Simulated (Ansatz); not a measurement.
**Relaxing Ir in the hcp type**

First guess:

```
CELL_PARAMETERS angstrom
2.56541 0.00000 0.00000
-1.28271 2.22171 0.00000
0.00000 0.00000 4.15597
ATOMIC_POSITIONS crystal
Ir 0.33333 0.66667 0.25000
Ir 0.66667 0.33333 0.75000
```

The calculation used DFT, PBE, PAW with Ansatz's default frozen-core files, scalar-relativistic (Ansatz 0.2.0).

Cell and atoms relax within the symmetry of the start on a 15×15×8 k mesh with 0.03 eV Fermi–Dirac smearing.

The start is built from a prototype, known or not as a phase of this compound; the cutoff is 420 eV.

Spin–orbit coupling is left out, though it moves levels of the heavy atoms by tenths of an eV or more.

Question: What is the pressure of the first guess?

Answer: 119.4 GPa.

Question: What does it relax to?

Answer: a = 2.749 Å, b = 2.749 Å, c = 4.452 Å, α = 90.00°, β = 90.00°, γ = 120.00° (conventional cell), 14.56 Å³ per atom:
```
CELL_PARAMETERS angstrom
2.74856 0.00000 0.00000
-1.37428 2.38033 0.00000
0.00000 0.00000 4.45166
ATOMIC_POSITIONS crystal
Ir 0.33333 0.66667 0.25000
Ir 0.66667 0.33333 0.75000
```

Question: How much energy does the relaxation release?

Answer: 826 meV/atom.
